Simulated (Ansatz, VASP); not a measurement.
# One calculation of MgO, two programs

INCAR

```
SYSTEM = MgO
PREC     = Accurate       ! precision mode
ENCUT    = 520            ! plane-wave cutoff, eV
EDIFF    = 1E-6           ! SCF threshold, eV
ISMEAR   = -1             ! smearing method
SIGMA    = 0.05           ! smearing width, eV
LREAL    = .False.        ! projectors in reciprocal space
LASPH    = .True.         ! aspherical terms in the spheres
NELM     = 80             ! most SCF steps
ALGO     = Normal         ! electronic algorithm
ISIF     = 2              ! what is computed and relaxed
LWAVE    = .False.        ! write WAVECAR
LCHARG   = .False.        ! write CHGCAR
GGA      = PE             ! functional
NBANDS   = 16             ! bands
```

Contents of KPOINTS:

```
regular mesh
0
Gamma
  12 12 7
  0 0 0
```

File POSCAR:

```
MgO
1.0
    3.3159024568      0.0000000000      0.0000000000
   -1.6579512284      2.8716557641      0.0000000000
    0.0000000000      0.0000000000      4.0108300505
Mg O
2 2
Direct
    0.3333333333      0.6666666667     -0.0620009876
    0.6666666667      0.3333333333      0.4379990124
    0.3333333333      0.6666666667      0.4380009876
    0.6666666667      0.3333333333      0.9380009876
```

Input for Ansatz:

```yaml
crystal:
  lattice:
    - [3.3159024568, 0.0, 0.0]
    - [-1.6579512284, 2.8716557641, 0.0]
    - [0.0, 0.0, 4.0108300505]
  atoms:
    - { symbol: Mg, position: [0.3333333333, 0.6666666667, -0.0620009876] }
    - { symbol: Mg, position: [0.6666666667, 0.3333333333, 0.4379990124] }
    - { symbol: O, position: [0.3333333333, 0.6666666667, 0.4380009876] }
    - { symbol: O, position: [0.6666666667, 0.3333333333, 0.9380009876] }
kpoints:
  mp_grid: { grid: [12, 12, 7] }
scf:
  occupations: { method: fermi_dirac, width: 0.05 }
hamiltonian:
  xc: pbe
  pseudopotentials: { kind: all_electron, lapw: { basis_error: 0.0005 } }
output:
  forces: true
  stress: true
  eigenvalues: true
  populations: true
```

Alike in both runs: task single point; functional PBE; k mesh 12 × 12 × 7; occupations fermi-dirac, width 0.05 eV; no spin polarisation.

```csv
,VASP,Ansatz
version,VASP 6.6.1,Ansatz 0.2.0
potentials or method,"VASP PAW PBE potentials, release 64 (Mg, O)","all-electron LAPW, scalar-relativistic"
plane-wave cutoff (eV),520,see its input
```

Ansatz gave:

| Item | Value |
| --- | --- |
| gap on the k mesh at the Fermi level (eV) | 4.19 |

Task: What did VASP give for the same quantities?

Result: gap on the k mesh at the Fermi level (eV): 4.18.

Ansatz ran all-electron here, so the differences hold the error of VASP's frozen core and of both bases. Ansatz warned: «structure_snapped_to_symmetry».

Caveats: an odd mesh through Γ misses points on the zone boundary, where band edges often lie. Expect the measured gap to be larger: semilocal functionals such as PBE lack the derivative discontinuity.
